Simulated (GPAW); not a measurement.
Crystal: Fe.

```
CELL_PARAMETERS angstrom
-1.44300 1.44300 1.44300
1.44300 -1.44300 1.44300
1.44300 1.44300 -1.44300
ATOMIC_POSITIONS crystal
Fe 0.00000 0.00000 0.00000
```

| Item | Value |
| --- | --- |
| Program | GPAW 26.7.0 |
| Task | relaxation of cell and atoms |
| Functional | BLYP |
| Dispersion | D4 |
| Potentials or basis | PAW data sets generated in the run's folder for this functional |
| Cutoff | 600 eV |
| Basis | pw |
| k mesh | 13 × 13 × 13 |
| Occupations | fermi-dirac, width 0.05 eV |
| Spin | collinear spin, ferromagnetic start |
| Starting moments | [3.0] μB |

At the start: pressure -11.8 GPa; volume 12.02 Å³/atom.

Q: Where does the relaxation end?

A: Over 6 steps the energy falls by 30.5 meV/atom and the volume is 11.22 Å³/atom (-6.7 %); space group Im-3m (No. 229, to 0.05 Å); moment 2.08 μB per cell.

Step by step:
```tsv
step	energy change (eV)	largest force (eV/Å)	pressure (GPa)	volume (Å³)
1	0.0000	0.0000	-11.76	12.02
2	-0.0188	0.0000	-7.90	11.70
3	-0.0305	0.0000	0.44	11.20
4	-0.0305	0.0000	0.39	11.21
5	-0.0305	0.0000	0.30	11.21
6	-0.0305	0.0000	0.17	11.22
```

Final structure:
```xyz
1
Lattice="-1.4102 1.4102 1.4102 1.4102 -1.4102 1.4102 1.4102 1.4102 -1.4102" Properties=species:S:1:pos:R:3 pbc="T T T"
Fe    0.0000    0.0000    0.0000
```

Caveat: each step starts from the last one's moments, so a moment once lost doesn't come back; later steps reuse the first step's grids; pairwise dispersion overbinds metals, which lowers pressure and volume.
